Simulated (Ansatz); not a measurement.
## Mercury, alpha-Hg (rhombohedral): convergence with the k-point mesh

Computed with Ansatz, LDA, scalar-relativistic PAW, on the relaxed cell (a = 3.493 Å, c = 6.444 Å (c/a = 1.845); spin not included). Errors count from a run at 420 eV on a Γ-centred 19×19×19 mesh with Fermi-Dirac smearing of 0.1 eV, extrapolated to zero width. Fixed here: cutoff 420 eV, Fermi-Dirac width 0.1 eV. The SCF starts from atomic densities corrected by a trained network.

| k-mesh | E(σ→0) error (meV/atom) | P (GPa) | SCF iterations |
| --- | --- | --- | --- |
| 2×2×2 | 1909.6 | 9.81 | 7 |
| 3×3×3 | -352.6 | -1.49 | 6 |
| 4×4×4 | 132.7 | 1.82 | 6 |
| 6×6×6 | -9.7 | -0.27 | 6 |
| 9×9×9 | 6.1 | 0.00 | 6 |
| 12×12×12 | 3.9 | 0.11 | 6 |
| 17×17×17 | 0.5 | -0.04 | 6 |

Q: What does the run at 7×7×7 give (k-mesh)?

A: E(σ→0) error (meV/atom): 35.1; P (GPa): 0.85; SCF iterations: 6.

Within 5 meV/atom of the last row: from 12×12×12 on.
